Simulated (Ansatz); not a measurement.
Crystal: LiF (Griceite).

```
F Li
1.0
     0.00000    2.01400    2.01400
     2.01400    0.00000    2.01400
     2.01400    2.01400    0.00000
F Li
1 1
Direct
  0.50000 0.50000 0.50000
  0.00000 0.00000 0.00000
```

Base run:

```yaml
Program: Ansatz 0.2.0
Functional: PBE
Potentials_or_basis: all-electron PAW datasets made for the crystal
Cutoff: 380 eV
Density_cutoff: 1900 eV
k_mesh: 8 × 8 × 8
Occupations: fermi-dirac, width 0.05 eV
Spin: no spin polarisation
```

Its results: band gap on the k mesh 9.07 eV, direct.

Q: After a change of settings the same cell gave: band gap on the k mesh 12.13 eV, direct. Which change was it?
A. functional from PBE to PBE0; cutoff from 380 eV to 430 eV; density cutoff from 1900 eV to 1720 eV
B. potentials or basis from all-electron PAW datasets made for the crystal to all-electron LAPW, scalar-relativistic; cutoff from 380 eV to 288 eV; density cutoff from 1900 eV to 1152 eV; k mesh from 8 × 8 × 8 to 11 × 11 × 11
C. functional from PBE to HSE06; cutoff from 380 eV to 430 eV; density cutoff from 1900 eV to 1720 eV

A: A.

PBE0 gives the wider gap, since exact exchange removes part of the self-interaction.

Not every run made on this cell is shown here.
